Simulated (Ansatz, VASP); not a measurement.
**Cs: VASP beside Ansatz**

```xyz
1
Lattice="-2.8817 2.8817 2.8817 2.8817 -2.8817 2.8817 2.8817 2.8817 -2.8817" Properties=species:S:1:pos:R:3 pbc="T T T"
Cs    0.0000    0.0000    0.0000
```

Alike in both runs: functional LDA; k mesh 10 × 10 × 10; occupations gaussian, width 0.1 eV; no spin polarisation.

Ansatz relaxed the structure, and its values are those at the end. VASP's run is a single point on that final structure, the one shown.

```csv
,VASP,Ansatz
version,VASP 6.6.1,Ansatz 0.2.0
potentials or method,"VASP PAW LDA potentials, release 64 (Cs_sv)","scalar-relativistic, plane waves, PAW"
plane-wave cutoff (eV),520,420
valence electrons in the cell,9,9
```

```tsv
	VASP	Ansatz	Ansatz less VASP
gap on the k mesh at the Fermi level (eV)	none	none	-
pressure (GPa)	0.0	0.0	+0.01
```

A gap of «none» marks a metal or a gap that the smearing closes.

The runs have no spin-orbit coupling, so splittings on Cs are missing.
